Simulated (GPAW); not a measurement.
**ZnSe (Stilleite): single point with PBE**

**Measured values to compare with.**

“Alloy Disordering Effects on the Thermal Conductivity and Energy Gap Temperature Dependence of Cd1−xZnxSe Ternary Crystals Grown by the Bridgman Method”, 2023, pmc:10253836 reports, for a bulk crystal of ZnSe at 300 K: band gap 2.695 ± 0.003 eV (an exciton energy, a little under the gap).

The system is ZnSe (Stilleite).

```xyz
2
Lattice="0.0000 2.8338 2.8338 2.8338 0.0000 2.8338 2.8338 2.8338 0.0000" Properties=species:S:1:pos:R:3 pbc="T T T"
Se    4.2507    4.2507    4.2507
Zn    0.0000    0.0000    0.0000
```

```
Program             : GPAW 26.7.0
Task                : single point
Functional          : PBE
Potentials or basis : GPAW PAW data sets (gpaw-data 1.2.1)
Cutoff              : 500 eV
Basis               : pw
k mesh              : 7 × 7 × 7
Occupations         : fermi-dirac, width 0.05 eV
Spin                : no spin polarisation
```

The pressure is 1.9 GPa. The band gap on the k mesh is 1.30 eV, direct.

Levels at points of the mesh, in eV from the valence-band top:
| k point | band 7 | band 8 | band 9 | band 10 | band 11 | band 12 |
| --- | --- | --- | --- | --- | --- | --- |
| (0.00, 0.00, 0.00) | 0.00 | 0.00 | 0.00 | 1.30 | 5.81 | 5.81 |

Run time: 11 s on 1 thread of Arm Neoverse V1, on a shared host, peak memory 0.14 GiB.

A measured gap of ZnSe is 2.695 eV (an exciton energy, a little under the gap; 300 K; “Alloy Disordering Effects on the Thermal Conductivity and Energy Gap Temperature Dependence of Cd1−xZnxSe Ternary Crystals Grown by the Bridgman Method”, 2023, pmc:10253836); the calculated 1.30 eV misses it by -1.40 eV. So large a miss can be the level of theory's own, or it may mean another phase, state or a wrong row. Spin-orbit coupling on Se is left out. The value is that of PBE, without temperature or zero-point motion. Semilocal functionals fall short of measured gaps as a rule.

Caveat: the cutoff is short for stress and forces, so pressures can be off by a GPa or more.
